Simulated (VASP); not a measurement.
# TiSi2: density of states with PBE

The system is TiSi2.

```
Ti Si
1.0
     0.00000    4.11752    4.26290
     2.38951    0.00000    4.26290
     2.38951    4.11752    0.00000
Ti Si
2 4
Direct
  0.75000 0.75000 0.75000
  0.50000 0.50000 0.50000
  0.41257 0.08743 0.41257
  0.08743 0.41257 0.08743
  0.16257 0.83743 0.16257
  0.83743 0.16257 0.83743
```

The cell is a database's computed one.

```yaml
Program: VASP 6.6.1
Task: density of states
Functional: PBE
Potentials_or_basis: VASP PAW PBE potentials, release 64 (Ti_sv, Si)
Cutoff: 520 eV
k_mesh: 7 × 7 × 7
Occupations: gaussian, width 0.02 eV
Spin: no spin polarisation
k_mesh_for_the_DOS: 11 × 11 × 11
Occupations_for_the_DOS: tetrahedron
Further_INCAR_settings: ALGO = Fast; EDIFF = 1e-06; NBANDS = 29
```

```json
{
 "Valence electrons inside the program's atomic spheres": "Ti 10.40; Si 1.63"
}
```

Levels at points of the mesh, in eV from the Fermi level:
```
           k point  band 17  band 18  band 19  band 20  band 21  band 22  band 23  band 24
(0.00, 0.00, 0.00)    -2.25    -2.05    -1.76    -1.33    -0.91     2.10     3.16     3.37
```

States per cell in windows of 1 eV (zero at the Fermi level; states under -8 eV left out):
```
from (eV)  total  Ti1_d  Ti2_d  Si3_p  Si4_p  Si5_p  Si6_p
     -8.0   1.34   0.03   0.03   0.03   0.03   0.03   0.03
     -7.0   1.32   0.03   0.03   0.03   0.03   0.03   0.03
     -6.0   1.38   0.04   0.04   0.05   0.05   0.05   0.05
     -5.0   1.92   0.07   0.07   0.10   0.10   0.10   0.10
     -4.0   2.30   0.12   0.12   0.12   0.12   0.12   0.12
     -3.0   3.43   0.28   0.28   0.18   0.18   0.18   0.18
     -2.0   4.32   0.64   0.64   0.18   0.18   0.18   0.18
     -1.0   3.63   0.81   0.81   0.11   0.11   0.11   0.11
      0.0   2.08   0.56   0.56   0.05   0.05   0.05   0.05
      1.0   2.70   0.78   0.78   0.05   0.05   0.05   0.05
      2.0   5.36   1.59   1.59   0.11   0.11   0.11   0.11
      3.0   4.88   1.31   1.31   0.09   0.09   0.09   0.09
      4.0   3.13   0.66   0.66   0.10   0.10   0.10   0.10
      5.0   0.06   0.01   0.01   0.00   0.00   0.00   0.00
      6.0   0.00   0.00   0.00   0.00   0.00   0.00   0.00
      7.0   0.00   0.00   0.00   0.00   0.00   0.00   0.00
```

Wall time 39 min on 1 thread of Intel(R) Xeon(R) Platinum 8175M CPU @ 2.50GHz (Skylake/Cascade Lake), on a shared host, peak memory 0.54 GiB.
